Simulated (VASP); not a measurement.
# Te (R-3m) in VASP: notebook, part 2 of 2

VASP 6.6.1. Earlier steps stand in the parts before.

### 4 Single point, PBE

This run uses another cell than the first one: it holds 1 atom, not 12.

Input file INCAR:

```
PREC = Accurate
ENCUT = 520
EDIFF = 1E-6
ISMEAR = 0
SIGMA = 0.1
LREAL = F
LASPH = T
NELM = 60
ALGO = Normal
ISIF = 2
LWAVE = F
LCHARG = F
GGA = PE
NBANDS = 9
```

Input file KPOINTS:

```
regular mesh
0
Gamma
  18 18 18
```

Input file POSCAR:

```
Te
1.0
    2.2640935404      1.3071750151      1.8459786575
   -2.2640935404      1.3071750151      1.8459786575
    0.0000000000     -2.6143500301      1.8459786575
Te
1
Direct
    0.5000000000      0.5000000000      0.5000000000
```

Potentials or basis: VASP PAW PBE potentials, release 64 (Te).

The run is started by

```
cat potpaw_PBE.64/Te/POTCAR > POTCAR
mpirun -np 1 vasp_std > vasp.out
```

OUTCAR:

```text
PREC = Accurate
   ENCUT = 520
   EDIFF = 1E-6
   ISMEAR = 0
   LREAL = F
   LASPH = T
   NELM = 60
   ISIF = 2
   GGA = PE

 ion  position               nearest neighbor table
   1  0.500  0.500  0.500-

  LATTYP: Found a trigonal (rhomboedric) cell.
 ALAT       =     3.2003848649
 COS(alpha) =    -0.0009544419

  Lattice vectors:

 A1 = (   2.2640935404,   1.3071750151,   1.8459786575)
 A2 = (  -2.2640935404,   1.3071750151,   1.8459786575)
 A3 = (   0.0000000000,  -2.6143500301,   1.8459786575)

Analysis of symmetry for initial positions (statically):
=====================================================================
 Subroutine PRICEL returns:
 Original cell was already a primitive cell.

 Routine SETGRP: Setting up the symmetry group for a
 trigonal (rhombohedral) supercell.

 Subroutine GETGRP returns: Found 12 space group operations
 (whereof 12 operations were pure point group operations)
 out of a pool of 12 trial point group operations.

The static configuration has the point symmetry D_3d.

Analysis of symmetry for dynamics (positions and initial velocities):
[... 161 lines left out ...]
 cond. band min:       6.4336360530   @ k =   0.3889   0.3889   0.2222
 fundamental gap:      0.0088380358
 Fermi energy:         6.4321557744

 k-point     1 :       0.0000    0.0000    0.0000
  band No.  band energies     occupation
      1      -7.1809      2.00000
      2       7.5820      0.00000
      3       7.5883      0.00000
      4       7.5883      0.00000
      5      12.4494      0.00000
      6      12.4494      0.00000
      7      12.8853      0.00000
      8      23.8013      0.00000
      9      23.8059      0.00000
[... 265 lines left out ...]
 k-point    24 :      -0.2222    0.0556   -0.0000
  band No.  band energies     occupation
      1      -6.5935      2.00000
      2       3.8887      2.00000
      3       7.6387      0.00000
      4       8.0995      0.00000
      5      13.1383      0.00000
      6      13.7098      0.00000
      7      17.2985      0.00000
      8      19.0473      0.00000
      9      19.7732      0.00000

 [... further k-points ...]

------------------------ aborting loop because EDIFF is reached ----------------------------------------

  FORCE on cell =-STRESS in cart. coord.  units (eV):
  Direction    XX          YY          ZZ          XY          YZ          ZX
  --------------------------------------------------------------------------------------
  -------------------------------------------------------------------------------------
  Total       -0.0104989     -0.0104989     -0.0087794      0.0000000     -0.0000000      0.0000000
  in kB       -0.5131560     -0.5131560     -0.4291094      0.0000000     -0.0000000      0.0000000
  external PRESSURE =      -0.4851405 kB  Pullay stress =       0.0000000 kB

 VOLUME and BASIS-vectors are now :
 -----------------------------------------------------------------------------
  energy-cutoff  :      520.00
  volume of cell :       32.78
      direct lattice vectors                 reciprocal lattice vectors
     2.264093540  1.307175015  1.845978657     0.220838932  0.127501417  0.180572691
    -2.264093540  1.307175015  1.845978657    -0.220838932  0.127501417  0.180572691
     0.000000000 -2.614350030  1.845978657     0.000000000 -0.255002834  0.180572691

 POSITION                                       TOTAL-FORCE (eV/Angst)
 -----------------------------------------------------------------------------------
      0.00000      0.00000      2.76897         0.000000      0.000000      0.000000
 -----------------------------------------------------------------------------------
    total drift:                                0.000000      0.000000     -0.000000

  FREE ENERGIE OF THE ION-ELECTRON SYSTEM (eV)
  ---------------------------------------------------
  free  energy   TOTEN  =        -3.0976218100 eV

  energy  without entropy=       -3.0938857577  energy(sigma->0) =       -3.09575378
```

stdout:

```text
POSCAR found type information on POSCAR Te
 POSCAR found :  1 types and       1 ions
 scaLAPACK will be used
 LDA part: xc-table for (Slater+PW92), standard interpolation
 POSCAR, INCAR and KPOINTS ok, starting setup
 FFT: planning ... GRIDC
 FFT: planning ... GRID_SOFT
 FFT: planning ... GRID
 WAVECAR not read
 entering main loop
```

Run time: 44 s. Hardware: 1 thread of Intel Xeon Platinum 8375C at 2.90GHz (Ice Lake), shared host; peak memory 0.27 GiB.

Results:

```
Free energy            : -3.0976 eV
Pressure               : 0.0 GPa
Band gap on the k mesh : none (metal or under the smearing width)
```

The run has no spin-orbit coupling, so splittings on Te are missing.

### 5 Relaxation of cell and atoms, PBE

This run uses another cell than the first one: it holds 1 atom, not 12.

Input file INCAR:

```
SYSTEM = Te
ALGO = Fast
EDIFF = 1E-6
EDIFFG = -0.01
ENCUT = 600
GGA = PE
IBRION = 2
ISIF = 3
ISMEAR = 0
LASPH = .True.
LCHARG = .False.
LREAL = .False.
LWAVE = .False.
NELM = 100
NSW = 100
PREC = Accurate
SIGMA = 0.1
```

Input file KPOINTS:

```
k-points
0
Gamma
  18 18 18
  0 0 0
```

Input file POSCAR:

```
Te
1.0
    2.3059043427      1.3313144930      1.6909537039
   -2.3059043427      1.3313144930      1.6909537039
    0.0000000000     -2.6626289859      1.6909537039
Te
1
Direct
    0.5000000000      0.5000000000      0.5000000000
```

The run is started by

```
cat potpaw_PBE.64/Te/POTCAR > POTCAR
mpirun -np 1 vasp_std > vasp.out
```

It took 11 min on 1 thread of Intel Xeon Platinum 8375C at 2.90GHz (Ice Lake), shared host; peak memory 0.32 GiB.

Results (log left out):

```yaml
Free_energy: -3.0975 eV
Relaxed_volume: 32.73 Å³/atom
Relaxed_cell: a = 3.199 Å, b = 3.199 Å, c = 3.199 Å, α = 90.47°, β = 90.47°, γ = 90.47°
Space_group_after_relaxing_to_0.05_Å: R-3m (No. 166)
Energy_gained_by_relaxing: 13.8 meV/atom
Ionic_steps: 11
Pressure_after_relaxing: 0.0 GPa
Band_gap_on_the_k_mesh: none (metal or under the smearing width)
```

The path:
| step | energy change (eV) | largest force (eV/Å) | pressure (GPa) | volume (Å³) |
| --- | --- | --- | --- | --- |
| 1 | 0.0000 | 0.0000 | 2.36 | 31.15 |
| 2 | -0.0069 | 0.0000 | -1.09 | 33.26 |
| 3 | -0.0096 | 0.0000 | 0.06 | 32.50 |
| 4 | -0.0095 | 0.0000 | -0.07 | 32.54 |
| 5 | -0.0101 | 0.0000 | -0.08 | 32.58 |
| 6 | -0.0114 | 0.0000 | -0.11 | 32.67 |
| 7 | -0.0131 | 0.0000 | -0.19 | 32.83 |
| 8 | -0.0131 | 0.0000 | -0.49 | 33.06 |
| 9 | -0.0136 | 0.0000 | -0.30 | 32.94 |
| 10 | -0.0122 | 0.0000 | 0.95 | 32.17 |
| 11 | -0.0138 | 0.0000 | 0.00 | 32.73 |

Final structure:
```
CELL_PARAMETERS angstrom
2.27117 1.31126 1.83154
-2.27117 1.31126 1.83154
0.00000 -2.62252 1.83154
ATOMIC_POSITIONS crystal
Te 0.50000 0.50000 0.50000
```

Levels at points of the mesh, in eV from the Fermi level:
```csv
k point,band 1,band 2,band 3,band 4,band 5,band 6,band 7
"(0.00, 0.00, 0.00)",-13.62,1.12,1.17,1.17,6.02,6.02,6.46
"(0.50, 0.00, 0.00)",-11.91,-5.97,2.49,2.53,7.79,9.37,9.70
"(0.50, 0.50, 0.00)",-10.16,-4.45,-4.37,2.16,3.81,10.78,12.32
"(0.50, 0.50, 0.50)",-8.32,-3.03,-3.03,-2.91,4.39,4.39,4.53
```

### 6 Single point, PBE

This run uses another cell than the first one: it holds 3 atoms, not 12.

Input file INCAR:

```
ALGO = Normal
EDIFF = 1E-6
ENCUT = 520
GGA = PE
ISIF = 2
ISMEAR = 0
LASPH = True
LCHARG = False
LREAL = False
LWAVE = False
NBANDS = 16
NELM = 60
PREC = Accurate
SIGMA = 0.1
```

Input file KPOINTS:

```
k-points
0
Gamma
  6 6 4
```

Input file POSCAR:

```
Te
1.0
    3.8202894285     -2.1482026000      0.0000000000
    3.8202894285      2.1482026000      0.0000000000
   -0.0942908673      0.0000000000      5.9760906531
Te
3
Direct
    0.6905533900      0.6905533900      0.6611905100
    0.3094466100      0.3094466100      0.3388094900
    0.0000000000      0.0000000000      0.0000000000
```

Potentials or basis: VASP PAW PBE potentials, release 64 (Te).

The run is started by

```
cat potpaw_PBE.64/Te/POTCAR > POTCAR
mpirun -np 1 vasp_std > vasp.out
```

It took 52 s on 1 thread of Intel Xeon Platinum 8375C at 2.90GHz (Ice Lake), shared host; peak memory 0.25 GiB.

The run converged. Its results:

```yaml
Free_energy: -9.2839 eV
Pressure: 0.6 GPa
Largest_force: 0.056 eV/Å
Band_gap_on_the_k_mesh: none (metal or under the smearing width)
```

Forces in eV/Å, atoms in the order of the input:
```
Te  -0.053  0.000  0.019
Te   0.053  0.000 -0.019
Te   0.000  0.000  0.000
```

Stress tensor (GPa, compression positive):
```
 0.46  0.00 -0.19
 0.00  0.92  0.00
-0.19  0.00  0.34
```

Levels at points of the mesh, in eV from the Fermi level:
```
           k point  band 6  band 7  band 8  band 9  band 10  band 11  band 12  band 13
(0.00, 0.00, 0.00)   -2.28   -2.07   -1.69   -1.48     0.92     0.95     1.50     4.70
(0.50, 0.00, 0.00)   -4.17   -3.86   -0.67   -0.67     0.21     0.32     2.38     3.54
(0.50, 0.50, 0.00)   -4.12   -4.02   -0.40   -0.17     0.01     0.20     2.41     3.63
(0.00, 0.00, 0.50)   -2.67   -1.25   -0.85   -0.38    -0.19    -0.17     0.16     3.74
(0.50, 0.00, 0.50)   -3.48   -2.80   -2.68   -0.27     0.22     1.94     2.62     4.29
(0.50, 0.50, 0.50)   -3.28   -3.16   -2.61   -0.13     0.24     2.28     2.39     4.25
```

Spin-orbit coupling is left out, which matters for the levels of Te.

### 7 Single point, PBE

This run uses another cell than the first one: it holds 3 atoms, not 12.

Input file INCAR:

```
PREC     = Accurate       # precision mode
ENCUT    = 520            # plane-wave cutoff, eV
EDIFF    = 1E-6           # SCF threshold, eV
ISMEAR   = 0              # smearing method
SIGMA    = 0.1            # smearing width, eV
LREAL    = F              # projectors in reciprocal space
LASPH    = T              # aspherical terms in the spheres
NELM     = 80             # most SCF steps
ALGO     = Normal         # electronic algorithm
ISIF     = 2              # what is computed and relaxed
LWAVE    = F              # write WAVECAR
LCHARG   = F              # write CHGCAR
GGA      = PE             # functional
NBANDS   = 16             # bands
```

Input file KPOINTS:

```
Automatic mesh
0
Gamma
  12 12 8
```

Input file POSCAR:

```
Te
1.0
    3.8329048201     -2.1926838565      0.0144356648
    3.8329048201      2.1926838565      0.0144356648
   -0.0720204800      0.0000000000      5.8882115836
Te
3
Direct
    0.6854861795      0.6854861795      0.6636919828
    0.3145138205      0.3145138205      0.3363080172
    0.0000000000      0.0000000000      0.0000000000
```

The run is started by

```
cat potpaw_PBE.64/Te/POTCAR > POTCAR
mpirun -np 1 vasp_std > vasp.out
```

It took 5.5 min on 1 thread of Intel Xeon Platinum 8375C at 2.90GHz (Ice Lake), shared host; peak memory 0.52 GiB.

The run converged. Its results:

| Property | Result |
| --- | --- |
| Free energy | -9.3097 eV |
| Pressure | 0.0 GPa |
| Largest force | 0.005 eV/Å |
| Band gap on the k mesh | none (metal or under the smearing width) |

Forces in eV/Å, atoms in the order of the input:
```
Te  -0.004  0.000  0.002
Te   0.004  0.000 -0.002
Te   0.000  0.000  0.000
```

Levels at points of the mesh, in eV from the Fermi level:
```
           k point  band 7  band 8  band 9  band 10  band 11  band 12
(0.00, 0.00, 0.00)   -2.07   -1.77   -1.71     1.02     1.02     1.47
(0.50, 0.00, 0.00)   -3.84   -0.50   -0.47     0.23     0.31     2.40
(0.50, 0.50, 0.00)   -3.96   -0.35   -0.10    -0.03     0.17     2.37
(0.00, 0.00, 0.50)   -1.08   -0.89   -0.47    -0.29    -0.27     0.04
(0.50, 0.00, 0.50)   -2.78   -2.71    0.01     0.35     2.15     2.64
(0.50, 0.50, 0.50)   -3.05   -2.77    0.05     0.42     2.35     2.49
```

### 8 The runs side by side

| task | cell | k mesh | cutoff (eV) | mesh quality | gap on the mesh (eV) | pressure (GPa) | largest force (eV/Å) |
| --- | --- | --- | --- | --- | --- | --- | --- |
| single point | R-3m, 35.5 Å³/atom | 3 × 3 × 3 | 520 | not flagged | none | 8.6 | 2.20 |
| single point | random cell without symmetry | 4 × 4 × 4 | 520 | coarse | none | 0.1 | 0.03 |
| single point | R-3m, 32.78 Å³/atom | 18 × 18 × 18 | 520 | not flagged | none | 0.0 | - |
| relaxation of cell and atoms | relaxed | 18 × 18 × 18 | 600 | not flagged | none | 0.0 | - |
| single point | C2/m, 32.7 Å³/atom | 6 × 6 × 4 | 520 | not flagged | none | 0.6 | 0.06 |
| single point | C2/m, 32.99 Å³/atom | 12 × 12 × 8 | 520 | not flagged | none | 0.0 | - |

Alike in all rows: level PBE; potentials or basis VASP PAW PBE potentials, release 64 (Te); no spin polarisation; smearing gaussian 0.1 eV.

Caveats: some runs use coarse meshes; forces of over 1 eV/Å show positions far from the minimum, so gaps and moduli don't describe the material at rest (some runs).

Absolute energies hang on the potentials; compare differences alone.
